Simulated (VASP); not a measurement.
# ICs in VASP: reference runs

How does ICs come out in PBE? The cell is run as given.

Everything below comes from runs of VASP 6.6.1. Logs are shortened: lines on timing, memory, paths and dates and some standing lists are left out, and cuts for length are marked.

### 1 The structure

The cell holds a molecule in a box, 2 atoms: a = 9.000 Å, b = 9.000 Å, c = 13.000 Å, α = 90.00°, β = 90.00°, γ = 90.00°.

### 2 Single point, PBE

INCAR

```
SYSTEM = CsI
PREC = Accurate
ENCUT = 520
EDIFF = 1E-7
ISMEAR = 0
SIGMA = 0.01
LREAL = .FALSE.
LASPH = .TRUE.
NELM = 60
ALGO = Normal
ISIF = 2
LWAVE = .FALSE.
LCHARG = .FALSE.
GGA = PE
NBANDS = 15
```

KPOINTS

```
Automatic mesh
0
G
  1 1 1
  0 0 0
```

POSCAR

```
CsI
1.0
    9.0000000000      0.0000000000      0.0000000000
    0.0000000000      9.0000000000      0.0000000000
    0.0000000000      0.0000000000     13.0000000000
I Cs
1 1
Direct
    0.5014444400      0.5023333300      0.3751080000
    0.5014444400      0.5023333300      0.6301227700
```

Potentials or basis: VASP PAW PBE potentials, release 64 (I, Cs_sv).

On the command line:

```
cat potpaw_PBE.64/I/POTCAR potpaw_PBE.64/Cs_sv/POTCAR > POTCAR
mpirun -np 1 vasp_gam > vasp.out
```

OUTCAR:

```text
SYSTEM = CsI
   PREC = Accurate
   ENCUT = 520
   EDIFF = 1E-7
   ISMEAR = 0
   LREAL = .FALSE.
   LASPH = .TRUE.
   NELM = 60
   ISIF = 2
   GGA = PE

 ion  position               nearest neighbor table
   1  0.501  0.502  0.375-   2 3.32
   2  0.501  0.502  0.630-   1 3.32

  LATTYP: Found a simple tetragonal cell.
 ALAT       =     9.0000000000
 C/A-ratio  =     1.4444444444

  Lattice vectors:

 A1 = (   9.0000000000,   0.0000000000,   0.0000000000)
 A2 = (   0.0000000000,   9.0000000000,   0.0000000000)
 A3 = (   0.0000000000,   0.0000000000,  13.0000000000)

Analysis of symmetry for initial positions (statically):
=====================================================================
 Subroutine PRICEL returns:
 Original cell was already a primitive cell.

 Routine SETGRP: Setting up the symmetry group for a
 simple tetragonal supercell.

 Subroutine GETGRP returns: Found  8 space group operations
 (whereof  1 operations were pure point group operations)
 out of a pool of 16 trial point group operations.

The static configuration has the point symmetry C_1 .
 The point group associated with its full space group is C_4v.

Analysis of symmetry for dynamics (positions and initial velocities):
=====================================================================
 Subroutine PRICEL returns:
 Original cell was already a primitive cell.

 Routine SETGRP: Setting up the symmetry group for a
 simple tetragonal supercell.

 Subroutine GETGRP returns: Found  8 space group operations
 (whereof  1 operations were pure point group operations)
 out of a pool of 16 trial point group operations.

The dynamic configuration has the point symmetry C_1 .
 The point group associated with its full space group is C_4v.

 Subroutine INISYM returns: Found  8 space group operations
 (whereof  1 operations are pure point group operations),
 and found     1 'primitive' translations

----------------------------------------------------------------------------------------

                                     Primitive cell

  volume of cell :    1053.0000

  direct lattice vectors                    reciprocal lattice vectors
     9.000000000  0.000000000  0.000000000     0.111111111  0.000000000  0.000000000
     0.000000000  9.000000000  0.000000000     0.000000000  0.111111111  0.000000000
     0.000000000  0.000000000 13.000000000     0.000000000  0.000000000  0.076923077

  length of vectors
     9.000000000  9.000000000 13.000000000     0.111111111  0.111111111  0.076923077

  position of ions in fractional coordinates (direct lattice)
     0.501444440  0.502333330  0.375108000
     0.501444440  0.502333330  0.630122770

  ion indices of the primitive-cell ions
   primitive index   ion index
                 1           1
                 2           2

----------------------------------------------------------------------------------------

 KPOINTS: Automatic mesh

Automatic generation of k-mesh.
 Grid dimensions read from file:
 generate k-points for:    1    1    1

 Generating k-lattice:

  Cartesian coordinates                     Fractional coordinates (reciprocal lattice)
     0.111111111  0.000000000  0.000000000     1.000000000  0.000000000  0.000000000
     0.000000000  0.111111111  0.000000000     0.000000000  1.000000000  0.000000000
     0.000000000  0.000000000  0.076923077     0.000000000  0.000000000  1.000000000

  Length of vectors
     0.111111111  0.111111111  0.076923077

  Shift w.r.t. Gamma in fractional coordinates (k-lattice)
     0.000000000  0.000000000  0.000000000

 Subroutine IBZKPT returns following result:
 ===========================================

 Found      1 irreducible k-points:

 Following reciprocal coordinates:
            Coordinates               Weight
  0.000000  0.000000  0.000000      1.000000
   k-points           NKPTS =      1   k-points in BZ     NKDIM =      1   number of bands    NBANDS=     15
   number of dos      NEDOS =    301   number of ions     NIONS =      2
   total plane-waves  NPLWV = 480200
   dimension x,y,z NGX =    70 NGY =   70 NGZ =   98
   dimension x,y,z NGXF=   140 NGYF=  140 NGZF=  196
   ions per type =               1   1
   NGX,Y,Z   is equivalent  to a cutoff of  12.93, 12.93, 12.53 a.u.
   NGXF,Y,Z  is equivalent  to a cutoff of  25.86, 25.86, 25.06 a.u.
 SYSTEM =  CsI
   PREC   = accura    normal or accurate (medium, high low for compatibility)
   ISTART =      0    job   : 0-new  1-cont  2-samecut
   ICHARG =      2    charge: 1-file 2-atom 10-const
   ISPIN  =      1    spin polarized calculation?
   LNONCOLLINEAR =      F non collinear calculations
   LSORBIT =      F    spin-orbit coupling
   LASPH  =      T    aspherical Exc in radial PAW
   ENCUT  =  520.0 eV  38.22 Ry    6.18 a.u.  16.73 16.73 24.17*2*pi/ulx,y,z
   NELM   =     60;   NELMIN=  2; NELMDL= -5     # of ELM steps
   EDIFF  = 0.1E-06   stopping-criterion for ELM
   LREAL  =      F    real-space projection
[... 7 lines left out ...]
   TEBEG  =    0.0;   TEEND  =   0.0 temperature during run
   PSTRESS=    0.0 pullay stress
   NELECT =      16.0000    total number of electrons
   NUPDOWN=      -1.0000    fix difference up-down
   EMIN   =  10.00;   EMAX   =-10.00  energy-range for DOS
   EFERMI =   0.00;   METHOD = LEGACY
   ISMEAR =     0;   SIGMA  =   0.01  broadening in eV -4-tet -1-fermi 0-gaus
   EFERMI_NEDOS =   21; number of points for ismear=-14 and -15
   IALGO  =     38    algorithm
   IMIX   =      4    mixing-type and parameters
     AMIX     =   0.40;   BMIX     =  1.00
     AMIX_MAG =   1.60;   BMIX_MAG =  1.00
  volume/ion in A,a.u.               =     526.50      3553.00
  Fermi-wavevector in a.u.,A,eV,Ry     =   0.405482  0.766251  2.237015  0.164416
  Thomas-Fermi vector in A             =   1.357813
   LORBIT       =      0    0 simple, 1 ext, 2 COOP (PROOUT), +10 PAW based schemes
   GGA     = PE    functional components
   LHFCALC =     F    Hartree Fock is set to
   AEXX    =    0.0000 exact exchange contribution
   IVDW    =     0    specifies the selected vdW correction
   LEPSILON=     F    determine dielectric tensor
   LRPA    =     F    only Hartree local field effects (RPA)
 non-spin polarized calculation
 Gauss-broadening in eV      SIGMA  =   0.01
  energy-cutoff  :      520.00
  volume of cell :     1053.00
 maximum number of plane-waves:     14183
 NGX is ok and might be reduce to    70
   NGX = 33   NGY = 33   NGZ = 49

 number of electron      16.0000000 magnetization

 Free energy of the ion-electron system (eV)
  ---------------------------------------------------
  ext. energy  EPLUGINS =         0.00000000
  ---------------------------------------------------
  free energy    TOTEN  =        -3.92374855 eV

  energy without entropy =       -3.92374855  energy(sigma->0) =       -3.92374855

 E-fermi :  -3.7971     XC(G=0):  -1.4687

 val. band max:       -3.8681873201   @ k =   0.0000   0.0000   0.0000
 cond. band min:      -1.3673890059   @ k =   0.0000   0.0000   0.0000
 fundamental gap:      2.5007983142
 Fermi energy:        -3.7970570388

 k-point     1 :       0.0000    0.0000    0.0000
  band No.  band energies     occupation
      1     -26.2742      2.00000
      2     -14.0280      2.00000
      3     -13.1406      2.00000
      4     -13.1406      2.00000
      5     -12.7539      2.00000
      6      -4.0727      2.00000
      7      -3.8682      2.00000
      8      -3.8682      2.00000
      9      -1.3674      0.00000
     10       0.0553      0.00000
     11       0.0829      0.00000
     12       0.3423      0.00000
     13       0.3423      0.00000
     14       0.4179      0.00000
     15       0.7768      0.00000

------------------------ aborting loop because EDIFF is reached ----------------------------------------

  FORCE on cell =-STRESS in cart. coord.  units (eV):
  Direction    XX          YY          ZZ          XY          YZ          ZX
  --------------------------------------------------------------------------------------
  -------------------------------------------------------------------------------------
  Total        0.2715538      0.2715538     -0.3883306      0.0000000      0.0000000      0.0000000
  in kB        0.4131788      0.4131788     -0.5908590      0.0000000      0.0000000      0.0000000
  external PRESSURE =       0.0784996 kB  Pullay stress =       0.0000000 kB

 VOLUME and BASIS-vectors are now :
 -----------------------------------------------------------------------------
  energy-cutoff  :      520.00
  volume of cell :     1053.00
      direct lattice vectors                 reciprocal lattice vectors
     9.000000000  0.000000000  0.000000000     0.111111111  0.000000000  0.000000000
     0.000000000  9.000000000  0.000000000     0.000000000  0.111111111  0.000000000
     0.000000000  0.000000000 13.000000000     0.000000000  0.000000000  0.076923077

 POSITION                                       TOTAL-FORCE (eV/Angst)
 -----------------------------------------------------------------------------------
      4.51300      4.52100      4.87640         0.000000      0.000000     -0.021959
      4.51300      4.52100      8.19160         0.000000      0.000000      0.021959
 -----------------------------------------------------------------------------------
    total drift:                                0.000007      0.000004     -0.000090

  FREE ENERGIE OF THE ION-ELECTRON SYSTEM (eV)
  ---------------------------------------------------
  free  energy   TOTEN  =        -3.9237485486 eV

  energy  without entropy=       -3.9237485486  energy(sigma->0) =       -3.92374855
```

Run time: 57 s. Hardware: 1 thread of Intel Xeon 6975P-C (Granite Rapids), shared host; peak memory 0.85 GiB.

Results:

- Free energy: -3.9237 eV
- Largest force: 0.022 eV/Å
- Gap between the frontier levels: 2.50 eV

Forces on the atoms (eV/Å):
```
I    0.000  0.000 -0.022
Cs   0.000  0.000  0.022
```

Levels at points of the mesh, in eV from the valence-band top:
```csv
k point,band 6,band 7,band 8,band 9,band 10,band 11
"(0.00, 0.00, 0.00)",-0.20,0.00,0.00,2.50,3.92,3.95
```

Caveat: spin-orbit coupling is left out, which moves the levels of the heavy elements. Expect the measured gap to be larger: semilocal functionals such as PBE lack the derivative discontinuity.
